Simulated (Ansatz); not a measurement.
# MgS: the gap against volume

MgS, Fm-3m, a = 5.182 Å. Ansatz: PBEsol, PAW, 420 eV, Γ-centred 8×8×8 mesh on 2 atoms, Gaussian smearing 0.02 eV; no spin polarisation. Symmetry fixes shape and atoms, so the cell is only scaled; x = ln(V/V0) with V0 = 17.394 Å³/atom. The gap is read at the mesh points alone.

```tsv
x	gap y (eV)
-0.1278	2.968
-0.0943	2.907
-0.0619	2.846
-0.0305	2.786
0.0000	2.727
0.0296	2.668
0.0583	2.609
0.0953	?
```

Problem. Fit a straight line to the other rows, give the volume deformation potential of the gap and its pressure coefficient, and predict the missing gap. B0 = 78.1 GPa.

Solution. Means x = -0.03237, y = 2.7873; Σ(Δx)² = 0.02693, ΣΔxΔy = -0.05190; the slope is their ratio. y = 2.7249 − 1.9276 x. The slope is the deformation potential a = dE_g/d ln V = -1.93 eV, and dE_g/dP = −a/B0 = 24.7 meV/GPa. At x = 0.0953 the fit asked for gives 2.541 eV. The run gave 2.532 eV, so the fit is 0.009 eV too high, 2.1 % of the span of the series, against an rms of 0.002 eV on the fitted rows. The row lies outside the fitted range. With a term in x² added, a fit to the same known rows predicts 2.532 eV, so most of the miss is curvature that the known rows already hold.

Semilocal functionals give gaps under the measured ones; changes of the gap mostly carry over better.